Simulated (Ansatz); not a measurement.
A plane-wave DFT run in Ansatz 0.2.0 (scalar-relativistic PAW potentials unless the input names others): input and command.

```yaml
crystal:
  lattice:
    - [0.0, 2.814615174, 2.814615174]
    - [2.644587174, 0.0, 2.814615174]
    - [2.644587174, 2.814615174, 0.0]
  atoms:
    - { symbol: Zn, position: [0.0, 0.0, 0.0] }
    - { symbol: Se, position: [0.75, 0.75, 0.75] }
basis:
  ecutwfc: 420
kpoints:
  mp_grid: { grid: [8, 8, 8] }
hamiltonian:
  xc: pbesol
scf:
  occupations: { method: fermi_dirac, width: 0.3 }
  n_extra_bands: 0
  max_iter: 50
output:
  forces: true
  eigenvalues: true
  stress: true
```

```bash
ansatz run input.yaml --threads 1 --pin off --max-ram 1331MiB --backend cpu --events-out ev --progress --plain --runs-dir out
```

Question: Will this input run?

Answer: The program refuses it, because of too few bands (scf.n_extra_bands: not typed → 0). Also changed, but not at fault: scf.occupations: {"method": "gaussian", "width": 0.02} → {"method": "fermi_dirac", "width": 0.3}. With the sound run's settings it is accepted.

Abridged log:
```
Error: inconsistent input (scf.n_extra_bands, scf.occupations.method): n_bands = 14 leaves no empty band above the 14 bands per channel that the deck's 28 electrons occupy, and the occupations search for the Fermi level (a smearing at a finite width, or tetrahedra): a level found among occupied bands alone can fill a metal as an insulator; raise scf.n_extra_bands until at least 15 bands are solved (omitted, it auto-derives to 19) (see scf.n_extra_bands in the input reference)
```